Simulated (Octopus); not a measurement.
Crystal: CdS (Hawleyite).

```
Cd S
1.0
     0.00000    2.91650    2.91650
     2.91650    0.00000    2.91650
     2.91650    2.91650    0.00000
Cd S
1 1
Direct
  0.00000 0.00000 0.00000
  0.75000 0.75000 0.75000
```

Base run:

| Item | Value |
| --- | --- |
| Program | Octopus 16.4 |
| Functional | PBE |
| Potentials or basis | pseudodojo_pbe (PseudoDojo 0.5, PBE) |
| Grid spacing | 0.121 Å |
| k mesh | 8 × 8 × 8 |
| Occupations | fermi-dirac, width 0.05 eV |
| Spin | no spin polarisation |

Its results: band gap on the k mesh 1.15 eV, direct.

**Question.** The run is repeated on the same cell with these changes: functional from PBE to PBEsol; potentials or basis from pseudodojo_pbe (PseudoDojo 0.5, PBE) to pseudodojo_pbesol (PseudoDojo 0.4, PBEsol). What comes out?

**Answer.** Band gap on the k mesh 1.00 eV, direct.

A k mesh can miss the band edges.

Not every run made on this cell is shown here.
